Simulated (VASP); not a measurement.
# Hf (Im-3m) in VASP: notebook, part 2 of 2

VASP 6.6.1.

## Step 4: Single point, PBEsol

This run uses another cell than the first one, of 21.26 Å³/atom, 0.955 times its volume.

INCAR

```
ALGO = Fast
EDIFF = 1E-6
ENCUT = 520
GGA = PS
ISIF = 2
ISMEAR = 0
LASPH = True
LCHARG = False
LREAL = False
LWAVE = False
NBANDS = 11
NELM = 100
PREC = Accurate
SIGMA = 0.1
```

KPOINTS

```
k-points
0
Gamma
  16 16 16
```

POSCAR

```
Hf
1.0
   -1.7452665097      1.7452665097      1.7452665097
    1.7452665097     -1.7452665097      1.7452665097
    1.7452665097      1.7452665097     -1.7452665097
Hf
1
Direct
    0.0000000000      0.0000000000      0.0000000000
```

Potentials or basis: VASP PAW PBE potentials, release 64 (Hf_pv).

On the command line:

```
cat potpaw_PBE.64/Hf_pv/POTCAR > POTCAR
mpirun -np 1 vasp_std > vasp.out
```

OUTCAR:

```text
EDIFF = 1E-6
   ENCUT = 520
   GGA = PS
   ISIF = 2
   ISMEAR = 0
   LASPH = True
   LREAL = False
   NELM = 100
   PREC = Accurate

 ion  position               nearest neighbor table
   1  0.000  0.000  0.000-

  LATTYP: Found a body centered cubic cell.
 ALAT       =     3.4905330194

  Lattice vectors:

 A1 = (  -1.7452665097,   1.7452665097,   1.7452665097)
 A2 = (   1.7452665097,  -1.7452665097,   1.7452665097)
 A3 = (   1.7452665097,   1.7452665097,  -1.7452665097)

Analysis of symmetry for initial positions (statically):
=====================================================================
 Subroutine PRICEL returns:
 Original cell was already a primitive cell.

 Routine SETGRP: Setting up the symmetry group for a
 body centered cubic supercell.

 Subroutine GETGRP returns: Found 48 space group operations
 (whereof 48 operations were pure point group operations)
 out of a pool of 48 trial point group operations.

The static configuration has the point symmetry O_h .

Analysis of symmetry for dynamics (positions and initial velocities):
=====================================================================
 Subroutine PRICEL returns:
 Original cell was already a primitive cell.

 Routine SETGRP: Setting up the symmetry group for a
 body centered cubic supercell.

 Subroutine GETGRP returns: Found 48 space group operations
 (whereof 48 operations were pure point group operations)
 out of a pool of 48 trial point group operations.

The dynamic configuration has the point symmetry O_h .

 Subroutine INISYM returns: Found 48 space group operations
 (whereof 48 operations are pure point group operations),
 and found     1 'primitive' translations

----------------------------------------------------------------------------------------

                                     Primitive cell

  volume of cell :      21.2640

  direct lattice vectors                    reciprocal lattice vectors
    -1.745266510  1.745266510  1.745266510     0.000000000  0.286489196  0.286489196
     1.745266510 -1.745266510  1.745266510     0.286489196  0.000000000  0.286489196
     1.745266510  1.745266510 -1.745266510     0.286489196  0.286489196  0.000000000

  length of vectors
     3.022890268  3.022890268  3.022890268     0.405156907  0.405156907  0.405156907

  position of ions in fractional coordinates (direct lattice)
     0.000000000  0.000000000  0.000000000

  ion indices of the primitive-cell ions
   primitive index   ion index
                 1           1

----------------------------------------------------------------------------------------

 KPOINTS: k-points

Automatic generation of k-mesh.
 Grid dimensions read from file:
 generate k-points for:   16   16   16

 Generating k-lattice:

  Cartesian coordinates                     Fractional coordinates (reciprocal lattice)
     0.000000000  0.017905575  0.017905575     0.062500000  0.000000000  0.000000000
     0.017905575  0.000000000  0.017905575     0.000000000  0.062500000  0.000000000
     0.017905575  0.017905575  0.000000000     0.000000000  0.000000000  0.062500000

  Length of vectors
     0.025322307  0.025322307  0.025322307

  Shift w.r.t. Gamma in fractional coordinates (k-lattice)
     0.000000000  0.000000000  0.000000000

 Subroutine IBZKPT returns following result:
 ===========================================

 Found    145 irreducible k-points:

 Following reciprocal coordinates:
            Coordinates               Weight
  0.000000  0.000000  0.000000      1.000000
  0.062500  0.000000  0.000000     12.000000
  0.125000  0.000000  0.000000     12.000000
  0.187500  0.000000  0.000000     12.000000
  0.250000  0.000000  0.000000     12.000000
  0.312500  0.000000  0.000000     12.000000
[... 16 lines left out ...]
  0.187500  0.187500  0.000000     24.000000
  0.250000  0.187500  0.000000     48.000000
 [... further k-points ...]
   k-points           NKPTS =    145   k-points in BZ     NKDIM =    145   number of bands    NBANDS=     11
   number of dos      NEDOS =    301   number of ions     NIONS =      1
   total plane-waves  NPLWV =  13824
   dimension x,y,z NGX =    24 NGY =   24 NGZ =   24
   dimension x,y,z NGXF=    48 NGYF=   48 NGZF=   48
   ions per type =               1
   NGX,Y,Z   is equivalent  to a cutoff of  13.20, 13.20, 13.20 a.u.
   NGXF,Y,Z  is equivalent  to a cutoff of  26.40, 26.40, 26.40 a.u.
 SYSTEM =  unknown system
   PREC   = accura    normal or accurate (medium, high low for compatibility)
   ISTART =      0    job   : 0-new  1-cont  2-samecut
   ICHARG =      2    charge: 1-file 2-atom 10-const
   ISPIN  =      1    spin polarized calculation?
   LNONCOLLINEAR =      F non collinear calculations
   LSORBIT =      F    spin-orbit coupling
   LASPH  =      T    aspherical Exc in radial PAW
   ENCUT  =  520.0 eV  38.22 Ry    6.18 a.u.   5.62  5.62  5.62*2*pi/ulx,y,z
   NELM   =    100;   NELMIN=  2; NELMDL= -5     # of ELM steps
   EDIFF  = 0.1E-05   stopping-criterion for ELM
   LREAL  =      F    real-space projection
   EDIFFG = 0.1E-04   stopping-criterion for IOM
   NSW    =      0    number of steps for IOM
   IBRION =     -1    ionic relax: 0-MD 1-quasi-New 2-CG
   NFREE  =      0    steps in history (QN), initial steepest desc. (CG)
   ISIF   =      2    stress and relaxation
   ISYM   =      2    0-nonsym 1-usesym 2-fastsym
   POTIM  = 0.5000    time-step for ionic-motion
   TEBEG  =    0.0;   TEEND  =   0.0 temperature during run
   PSTRESS=    0.0 pullay stress
   NELECT =      10.0000    total number of electrons
   NUPDOWN=      -1.0000    fix difference up-down
   EMIN   =  10.00;   EMAX   =-10.00  energy-range for DOS
   EFERMI =   0.00;   METHOD = LEGACY
   ISMEAR =     0;   SIGMA  =   0.10  broadening in eV -4-tet -1-fermi 0-gaus
   EFERMI_NEDOS =   21; number of points for ismear=-14 and -15
   IALGO  =     68    algorithm
   IMIX   =      4    mixing-type and parameters
     AMIX     =   0.40;   BMIX     =  1.00
     AMIX_MAG =   1.60;   BMIX_MAG =  1.00
  volume/ion in A,a.u.               =      21.26       143.50
  Fermi-wavevector in a.u.,A,eV,Ry     =   1.273092  2.405795 22.051818  1.620763
  Thomas-Fermi vector in A             =   2.405934
   LORBIT       =      0    0 simple, 1 ext, 2 COOP (PROOUT), +10 PAW based schemes
   GGA     = PS    functional components
   LHFCALC =     F    Hartree Fock is set to
   AEXX    =    0.0000 exact exchange contribution
   IVDW    =     0    specifies the selected vdW correction
   LEPSILON=     F    determine dielectric tensor
   LRPA    =     F    only Hartree local field effects (RPA)
 non-spin polarized calculation
 RMM-DIIS sequential band-by-band and
 Gauss-broadening in eV      SIGMA  =   0.10
  energy-cutoff  :      520.00
  volume of cell :       21.26
 maximum number of plane-waves:       603
   NGX = 11   NGY = 11   NGZ = 11

 number of electron      10.0000000 magnetization

 number of electron       9.9999998 magnetization

 Free energy of the ion-electron system (eV)
  ---------------------------------------------------
  ext. energy  EPLUGINS =         0.00000000
  ---------------------------------------------------
  free energy    TOTEN  =       -10.34001773 eV

  energy without entropy =      -10.33276342  energy(sigma->0) =      -10.33639058

 E-fermi :   4.7595     XC(G=0): -11.6246

 val. band max:        4.7527489222   @ k =   0.3125   0.1875   0.1250
 cond. band min:       4.7642984461   @ k =   0.5000   0.5000   0.1250
 fundamental gap:      0.0115495238
 Fermi energy:         4.7595055895

 k-point     1 :       0.0000    0.0000    0.0000
  band No.  band energies     occupation
      1     -24.8227      2.00000
      2     -24.8227      2.00000
      3     -24.8227      2.00000
      4      -2.4455      2.00000
      5       6.3078      0.00000
      6       6.3078      0.00000
      7       6.3078      0.00000
      8       9.2524      0.00000
      9       9.2524      0.00000
     10      18.3264      0.00000
     11      18.3264      0.00000
[... 309 lines left out ...]
 k-point    24 :       0.2500    0.1875    0.0000
  band No.  band energies     occupation
      1     -25.5898      2.00000
      2     -25.1389      2.00000
      3     -24.9065      2.00000
      4       1.5599      2.00000
      5       4.2447      2.00000
      6       4.7856      0.71207
      7       8.6391      0.00000
      8      10.0512      0.00000
      9      11.5868      0.00000
     10      16.3511      0.00000
     11      18.9457      0.00000

 [... further k-points ...]

------------------------ aborting loop because EDIFF is reached ----------------------------------------

  FORCE on cell =-STRESS in cart. coord.  units (eV):
  Direction    XX          YY          ZZ          XY          YZ          ZX
  --------------------------------------------------------------------------------------
  -------------------------------------------------------------------------------------
  Total       -0.0273466     -0.0273466     -0.0273466      0.0000000      0.0000000     -0.0000000
  in kB       -2.0604793     -2.0604793     -2.0604793      0.0000000      0.0000000     -0.0000000
  external PRESSURE =      -2.0604793 kB  Pullay stress =       0.0000000 kB

 VOLUME and BASIS-vectors are now :
 -----------------------------------------------------------------------------
  energy-cutoff  :      520.00
  volume of cell :       21.26
      direct lattice vectors                 reciprocal lattice vectors
    -1.745266510  1.745266510  1.745266510     0.000000000  0.286489196  0.286489196
     1.745266510 -1.745266510  1.745266510     0.286489196  0.000000000  0.286489196
     1.745266510  1.745266510 -1.745266510     0.286489196  0.286489196  0.000000000

 POSITION                                       TOTAL-FORCE (eV/Angst)
 -----------------------------------------------------------------------------------
      0.00000      0.00000      0.00000        -0.000000      0.000000      0.000000
 -----------------------------------------------------------------------------------
    total drift:                                0.000000      0.000000      0.000000

  FREE ENERGIE OF THE ION-ELECTRON SYSTEM (eV)
  ---------------------------------------------------
  free  energy   TOTEN  =       -10.3400177330 eV

  energy  without entropy=      -10.3327634249  energy(sigma->0) =      -10.33639058
```

stdout:

```text
POSCAR found type information on POSCAR Hf
 POSCAR found :  1 types and       1 ions
 scaLAPACK will be used
 -----------------------------------------------------------------------------
|                                                                             |
|                                                                             |
|     You enforced a specific xc type in the INCAR file but a different       |
|     I HOPE YOU KNOW WHAT YOU ARE DOING!                                     |
|                                                                             |
 -----------------------------------------------------------------------------

 LDA part: xc-table for (Slater+PW92), standard interpolation
 POSCAR, INCAR and KPOINTS ok, starting setup
 FFT: planning ... GRIDC
 FFT: planning ... GRID_SOFT
 FFT: planning ... GRID
 WAVECAR not read
 entering main loop
```

Wall time 15 s (1 thread of Intel Xeon Platinum 8559C (Emerald Rapids), shared host); peak memory 0.16 GiB.

What came out:

* Free energy: -10.3400 eV
* Pressure: -0.2 GPa
* Band gap on the k mesh: none (metal or under the smearing width)

Caveat: the PAW data sets were made with another functional, which shifts forces and pressure a little.

## Step 5: Summary

```tsv
task	cell	cutoff (eV)	gap on the mesh (eV)	pressure (GPa)
single point	relaxed again under DFT PBEsol, scalar-relativistic, plane waves, PAW	520	none	-0.2
relaxation of cell and atoms	relaxed	600	none	0.0
single point	Im-3m, 21.26 Å³/atom	520	none	-0.2
```

Alike in all rows: level PBEsol; potentials or basis VASP PAW PBE potentials, release 64 (Hf_pv); no spin polarisation; k mesh 16 × 16 × 16; smearing gaussian 0.1 eV.

Caveats: the PAW data sets were made with another functional, which shifts forces and pressure a little.

Total energies depend on the potentials used, so only differences within one code and one set of settings carry meaning.
